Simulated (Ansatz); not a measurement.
# Te2Pt (Moncheite) in Ansatz: the effect of functional

The system is Te2Pt (Moncheite).

```
Pt Te
1.0
     3.98309    0.00000    0.00000
    -1.99154    3.44945    0.00000
     0.00000    0.00000    5.16609
Pt Te
1 2
Cartesian
  0.0000 0.0000 0.0000
  1.9915 1.1498 3.8746
  0.0000 2.2996 1.2915
```

The cell isn't the ideal one: volume scaled by 0.98.

Alike in all runs:

| Quantity | Value |
| --- | --- |
| Program | Ansatz 0.2.0 |
| Task | single point |
| Potentials or basis | Ansatz PAW |
| k mesh | 8 × 8 × 5 |
| Occupations | fermi-dirac, width 0.05 eV |
| Spin | no spin polarisation |

```csv
functional,cutoff,pressure (GPa),largest force (eV/Å)
LDA,420 eV (not typed: the program's choice for these potentials),4.5,0.84
PBE,420 eV (not typed: the program's choice for these potentials),11.5,1.25
PBEsol,420 eV (not typed: the program's choice for these potentials),?,?
r2SCAN,500 eV (not typed: the program's choice for these potentials),9.8,1.11
```

Q: What does the run with functional PBEsol give?

A: Pressure 6.7 GPa; largest force 1.00 eV/Å.

Caveats: the PAW data sets come from PBE, with cores solved anew for the run's functional, which leaves a small shift of forces and pressure (some runs); forces of over 1 eV/Å show positions far from the minimum, so gaps and moduli don't describe the material at rest (some runs).
